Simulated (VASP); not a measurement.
Input of a VASP 6.6.1 run:

INCAR

```
ALGO = Normal
EDIFF = 1E-6
EDIFFG = -0.02
ENCUT = 600
GGA = PE
IBRION = 2
ISIF = 3
ISMEAR = -1
IVDW = 11
LASPH = True
LCHARG = False
LREAL = False
LWAVE = False
NELM = 80
NSW = 40
PREC = Accurate
SIGMA = 0.05
```

KPOINTS

```
k-points
0
Gamma
  7 7 7
```

POSCAR

```
TiSi2
1.0
    0.0000000000      4.1175163063      4.2628978354
    2.3895119538      0.0000000000      4.2628978354
    2.3895119538      4.1175163063      0.0000000000
Ti Si
2 4
Direct
    0.7500000000      0.7500000000      0.7500000000
    0.5000000000      0.5000000000      0.5000000000
    0.4125656100      0.0874343900      0.4125656100
    0.0874343900      0.4125656100      0.0874343900
    0.1625656100      0.8374343900      0.1625656100
    0.8374343900      0.1625656100      0.8374343900
```

Potentials or basis: VASP PAW PBE potentials, release 64 (Ti_sv, Si).

The run is started by

```bash
$ cat potpaw_PBE.64/Ti_sv/POTCAR potpaw_PBE.64/Si/POTCAR > POTCAR
$ mpirun -np 1 vasp_std > vasp.out
```

**Question.** Estimate the relaxed volume.

**Answer.** 13.66 Å³/atom.

**Question.** What does it give for the relaxed cell?

**Answer.** a = 5.880 Å, b = 4.865 Å, c = 4.708 Å, α = 75.77°, β = 53.32°, γ = 50.91°.

Final structure:
```
Ti Si
1.0
     0.00000    4.06675    4.24704
     2.37303    0.00000    4.24704
     2.37303    4.06675    0.00000
Ti Si
2 4
Direct
  0.75000 0.75000 0.75000
  0.50000 0.50000 0.50000
  0.41264 0.08736 0.41264
  0.08736 0.41264 0.08736
  0.16264 0.83736 0.16264
  0.83736 0.16264 0.83736
```

Caveat: pairwise dispersion overbinds metals, which lowers pressure and volume.
